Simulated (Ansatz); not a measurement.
The system is KBr.

```xyz
2
Lattice="0.0000 3.3000 3.3000 3.3000 0.0000 3.3000 3.3000 3.3000 0.0000" Properties=species:S:1:pos:R:3 pbc="T T T"
Br    3.3000    3.3000    3.3000
K     0.0000    0.0000    0.0000
```

| Item | Value |
| --- | --- |
| Program | Ansatz 0.2.0 |
| Task | relaxation of cell and atoms |
| Functional | HF |
| Potentials or basis | Ansatz PAW |
| Cutoff | 420 eV (not typed: the program's choice for these potentials) |
| k mesh | 4 × 4 × 4 |
| Occupations | fermi-dirac, width 0.05 eV |
| Spin | no spin polarisation |

At the start: volume 35.94 Å³/atom.

Q: Where does the relaxation end?

A: It ends after 7 steps and the volume is 40.93 Å³/atom (+13.9 %); space group Fm-3m (No. 225, to 0.05 Å).

Step by step:
```
step  energy change (eV)  largest force (eV/Å)  volume (Å³)
   1              0.0000                0.0000        71.87
   2             -0.0376                0.0000        76.72
   3             -0.0441                0.0000        80.46
   4             -0.0434                0.0000        81.36
   5             -0.0599                0.0000        81.36
   6             -0.0593                0.0000        81.85
   7             -0.0602                0.0000        81.85
```

Final structure:
```
CELL_PARAMETERS angstrom
0.00000 3.44618 3.44618
3.44618 0.00000 3.44618
3.44618 3.44618 0.00000
ATOMIC_POSITIONS crystal
Br 0.50000 0.50000 0.50000
K 0.00000 0.00000 0.00000
```

Caveat: the plane-wave basis is chosen anew once the cell has moved, so the energies of steps on either side of that aren't comparable; the volume moved by +14 % from the deposited cell, more than functionals usually miss; the PAW data sets come from PBE, with cores solved anew for the run's functional, which leaves a small shift of forces and pressure.
